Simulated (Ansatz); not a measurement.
Wurtzite AlN, relaxed with r2SCAN in Ansatz 0.2.0. The symmetry is P6_3mc (No. 186, hexagonal); a = 3.107 Å, c = 4.979 Å in the conventional setting, 10.40 Å³ an atom. Around Al lie 4 N at 1.89–1.90 Å; around N lie 4 Al at 1.89–1.90 Å.

The axes x, y and z are those of this cell:
```xyz
4
Lattice="3.1067 0.0000 0.0000 -1.5533 2.6905 0.0000 0.0000 0.0000 4.9786" Properties=species:S:1:pos:R:3 pbc="T T T"
Al    0.0000    1.7937   -0.0164
Al    1.5533    0.8968    2.4729
N     0.0000    1.7937    1.8834
N     1.5533    0.8968    4.3727
```

Unstrained: The PBE gap is direct at Γ: 4.232 eV. The r2SCAN gap is direct at Γ: 4.880 eV. HSE06 gives a direct gap of 5.599 eV at Γ. Meshes: PBE 12×12×6, r2SCAN 12×12×6, HSE06 6×6×4. Strains are changes of length per length, and xy shears are angles. After each strain the atoms were relaxed again with r2SCAN within the symmetry that the strain leaves, so tilts or polar shifts that break it weren't tested; points keep the names that they have in the unstrained zone. The values are computed, spin-unpolarised, and not measurements.

Problem. Estimate what xy shear, engineering strain (angle) -5.0 % does to the gap.

Solution. PBE: the gap goes from 4.232 to 4.213 eV (-0.019 eV). r2SCAN: the gap goes from 4.880 to 4.860 eV (-0.020 eV). HSE06: the gap goes from 5.599 to 5.579 eV (-0.020 eV). The r2SCAN energy rises by 11.0 meV an atom.

Problem. Apply epitaxial -3.0 % in the xy plane, free normal strain +1.54 %. How far does the gap move, against the unstrained cell?

Solution. PBE: the gap goes from 4.232 to 4.622 eV (+0.390 eV). r2SCAN: the gap goes from 4.880 to 5.298 eV (+0.418 eV). HSE06: the gap goes from 5.599 to 6.045 eV (+0.446 eV). The r2SCAN energy rises by 30.7 meV an atom.

Problem. Estimate what uniaxial +4.0 % along x, other directions held does to the gap.

Solution. PBE: the gap goes from 4.232 to 3.786 eV (-0.446 eV). r2SCAN: the gap goes from 4.880 to 4.412 eV (-0.468 eV). HSE06: the gap goes from 5.599 to 5.118 eV (-0.481 eV). The r2SCAN energy rises by 19.9 meV an atom.

Problem. For epitaxial +1.5 % in the xy plane, how far does the free direction move, and what happens to the gap?

Solution. The normal strain at zero normal stress is -0.85 %, 0.57 of the in-plane strain with the sign turned. PBE: the gap goes from 4.232 to 3.929 eV (-0.303 eV); with r2SCAN the top three valence levels at Γ, grouped 1+2 from the top over 223 meV, become 1+2 over 406 meV. r2SCAN: the gap goes from 4.880 to 4.560 eV (-0.320 eV). HSE06: the gap goes from 5.599 to 5.276 eV (-0.323 eV).

The meshes of the hybrids are coarse, so their gaps aren't converged to the digits shown.

The splittings at Γ are without spin-orbit coupling, which regroups them where it is of like size or larger.
